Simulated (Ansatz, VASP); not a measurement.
# MgO: VASP beside Ansatz, part 2 of 2

Aim: how closely do two programs agree when they are given the same cell, functional and k mesh? The cell is taken from a series of VASP runs on this material, whose earlier steps may have relaxed, scaled or displaced it; both programs get it as it stands.

VASP 6.6.1 and Ansatz 0.2.0.

So far. Step 4 (Side by side): The walks stopped with 0.00 GPa left in Ansatz and 0.01 GPa in VASP; each walk ends within a tolerance, so the volume difference is uncertain by about these residues over the bulk modulus, most in soft cells.

## Step 5: Ansatz: relaxation of cell and atoms, r2SCAN with rVV10

Level of this step: Ansatz beside VASP: Kohn-Sham DFT, plane waves, r2SCAN with rVV10 (Ansatz).

The relaxed volume is the usual yardstick between codes: its relative difference is about their pressure difference at one cell divided by the bulk modulus.

The cell is taken from a series of VASP runs on this material, whose earlier steps may have relaxed, scaled or displaced it; both programs get it as it stands.

input.yaml reads:

```yaml
crystal:
  lattice:
    - [0.0, 2.105205, 2.105205]
    - [2.105205, 0.0, 2.105205]
    - [2.105205, 2.105205, 0.0]
  atoms:
    - { symbol: Mg, position: [0.0, 0.0, 0.0] }
    - { symbol: O, position: [0.5, 0.5, 0.5] }
hamiltonian:
  xc: r2scan
  pseudopotentials: { kind: paw }
  dispersion: rvv10
kpoints:
  mp_grid: { grid: [8, 8, 8] }
scf:
  occupations: { method: gaussian, width: 0.03 }
relax:
  f_tol: 0.01
  max_steps: 60
  cell: { stress_tol: 0.05 }
output:
  forces: true
  stress: true
```

Command:

```console
$ ansatz run input.yaml --threads 4 --pin off --max-ram 9216MiB --backend cpu --events-out ev --progress --plain --runs-dir out
```

Numbers of over 12 decimals in the logs are rounded to 6 here.

The log of the run:

```text
[...]
Crystal: 2 atoms, lattice volume = 18.660 Å³
Basis set: ecut = 500 eV, 459 PW (Γ), exchange–correlation on 100×100×100 points (64 copies of the dense FFT grid, shifted against one another)
Bands: 12, of which v1, the nominal top of the filled ones, is band 8 counted from 1 (7 counted from 0)
Symmetry: 48 space group operations
[...]
k-points: 29 of 512
[...]
0.019525       0.000000      -0.000000
       -0.000000       0.019525      -0.000000
       -0.000000      -0.000000       0.019525
  P = ⅓ Tr σ = 0.0195 GPa (0.195 kbar)
--- Relaxed structure (3 steps of the walk, 3 accepted, 1 SCFs on fresh bases) ---
[...]
cell:  # Å, volume = 18.4583 Å³
    - [0, 2.097591, 2.097591]
    - [2.097591, 0, 2.097591]
    - [2.097591, 2.097591, 0]
  atoms:
    - { symbol: Mg, position: [0, 0, 0] }
    - { symbol: O, position: [0.5, 0.5, 0.5] }
[key lines of the parts left out:]
SCF converged after 5 iterations
Free energy (F): -2497.668382 eV
Fermi energy:    10.709618 eV
```

Run time: 2.2 s. Hardware: 4 threads of Arm Neoverse V2, shared host; peak memory 0.35 GiB; 7 s of CPU time.

## Step 6: VASP: relaxation of cell and atoms, r2SCAN with rVV10

The same cell, functional, mesh and smearing now go to VASP, with its own data sets and cutoff.

INCAR reads:

```
SYSTEM = MgO
PREC = Accurate
ENCUT = 520
EDIFF = 1E-07
NELM = 100
ISMEAR = 0
SIGMA = 0.03
LREAL = .FALSE.
ALGO = Normal
METAGGA = R2SCAN
LUSE_VDW = .TRUE.
IVDW_NL = 2
BPARAM = 11.95
CPARAM = 0.0093
LASPH = .TRUE.
NBANDS = 10
LORBIT = 11
LWAVE = .FALSE.
LCHARG = .FALSE.
KPAR = 2
IBRION = 2
NSW = 50
ISIF = 3
EDIFFG = -0.002
```

POSCAR reads:

```
MgO
1.0
    0.0000000000      2.1052050000      2.1052050000
    2.1052050000      0.0000000000      2.1052050000
    2.1052050000      2.1052050000      0.0000000000
Mg O
1 1
Direct
    0.0000000000      0.0000000000      0.0000000000
    0.5000000000      0.5000000000      0.5000000000
```

KPOINTS reads:

```
Automatic mesh
0
Gamma
8 8 8
0 0 0
```

The projector-augmented-wave data sets are Mg and O (PBE family, release 64).

Command:

```console
$ mpirun -np 2 vasp_std
```

The log of the run:

```text
[banner, memory and clock lines left out]
running    2 mpi-ranks, on    1 nodes
[...]
|                                                                             |
|               ----> ADVICE to this user running VASP <----                  |
|                                                                             |
|     You have switched on vdW-DFT.                                           |
|     This routine was written and supplied by Jiri Klimes. We recommend      |
|     that you carefully read and cite the following publications:            |
|       J. Klimes, D.R. Bowler, A. Michelides                                 |
|          J. Phys.: Cond Matt. 22 022201 (2010)                              |
|       J. Klimes, D.R. Bowler, A. Michelides                                 |
|          Phys. Rev. B. 83, 195131 (2011)                                    |
|     and references therein.                                                 |
|                                                                             |

[...]
DAV:   3    -0.158904082894E+02    0.21215E-04   -0.19978E-04   596   0.136E-01    0.199E-02
Total rVV10 correction in eV:      0.2706428    11.2783760
Total rVV10 correction in eV:      0.2706428    11.2783760
DAV:   4    -0.158904011309E+02    0.71585E-05   -0.17753E-05   594   0.323E-02    0.808E-03
Total rVV10 correction in eV:      0.2706302    11.2783760
Total rVV10 correction in eV:      0.2706302    11.2783760
DAV:   5    -0.158903998126E+02    0.13184E-05   -0.28040E-06   612   0.111E-02    0.894E-04
Total rVV10 correction in eV:      0.2706313    11.2783760
Total rVV10 correction in eV:      0.2706313    11.2783760
DAV:   6    -0.158904006028E+02   -0.79020E-06   -0.96481E-08   304   0.280E-03    0.462E-04
Total rVV10 correction in eV:      0.2706301    11.2783760
Total rVV10 correction in eV:      0.2706301    11.2783760
DAV:   7    -0.158904006087E+02   -0.59477E-08   -0.21506E-08   302   0.924E-04
Total rVV10 correction in eV:      0.2706302    11.2783760
Total rVV10 correction in eV:      0.2706302    11.2783760
Total rVV10 correction in eV:      0.2706302    11.2783760
Total rVV10 correction in eV:      0.2706302    11.2783760
   3 F= -.15890401E+02 E0= -.15890401E+02  d E =-.284064E-02
[...]
reached required accuracy - stopping structural energy minimisation
```

From OUTCAR (step 6):

```text
  Total        0.0005381      0.0005381      0.0005381     -0.0000000      0.0000000     -0.0000000
  in kB        0.0469933      0.0469933      0.0469933     -0.0000000      0.0000000     -0.0000000
  external PRESSURE =       0.0469933 kB  Pullay stress =       0.0000000 kB

 POSITION                                       TOTAL-FORCE (eV/Angst)
 -----------------------------------------------------------------------------------
      0.00000      0.00000      0.00000         0.000000      0.000000     -0.000000
      2.09329      2.09329      2.09329        -0.000000     -0.000000      0.000000
 -----------------------------------------------------------------------------------
    total drift:                               -0.000000     -0.000000      0.000000

  FREE ENERGIE OF THE ION-ELECTRON SYSTEM (eV)
  ---------------------------------------------------
  free  energy   TOTEN  =       -15.8904006087 eV

  energy  without entropy=      -15.8904006087  energy(sigma->0) =      -15.89040061

[... 2 parts as in an earlier step ...]

[... 2 further parts left out ...]
[key lines of the parts left out:]
E-fermi :   3.1610
```

## Step 7: Comparison

The two programs side by side:

| quantity | Ansatz | VASP | difference |
| --- | --- | --- | --- |
| volume (Å³) | 18.46 | 18.34 | +0.62 % |
| edge a after relaxation, in the typed setting (Å) | 2.966 | 2.960 | +0.20 % |

The walks stopped with 0.02 GPa left in Ansatz and 0.00 GPa in VASP; each walk ends within a tolerance, so the volume difference is uncertain by about these residues over the bulk modulus, most in soft cells.

## Step 8: Results

```
difference in volume (relaxation of cell and atoms, r2SCAN)            : 0.69 %
difference in volume (relaxation of cell and atoms, r2SCAN with rVV10) : 0.62 %
```

In words: The difference in volume is 0.69 % (relaxation of cell and atoms, r2SCAN), within the 1.2 % picked in this series as the mark of a large difference, as far as the stopping tolerances let one tell. Such differences can come from data sets, numerical settings and the points named under the comparisons, not from the functional's error against experiment.

[Lines on the potential files, build, host, timing and source positions are cut from VASP's logs without a mark.]

[Logs are printed without paths, hosts, clocks, repeated set-up lines and the standing remarks that a program may print on its own settings, such as how far it seeks lower states.]

[Hosts, paths, dates, database ids (printed as entryN), source tags and the programs' standing remarks are cut or masked in the printed files.]
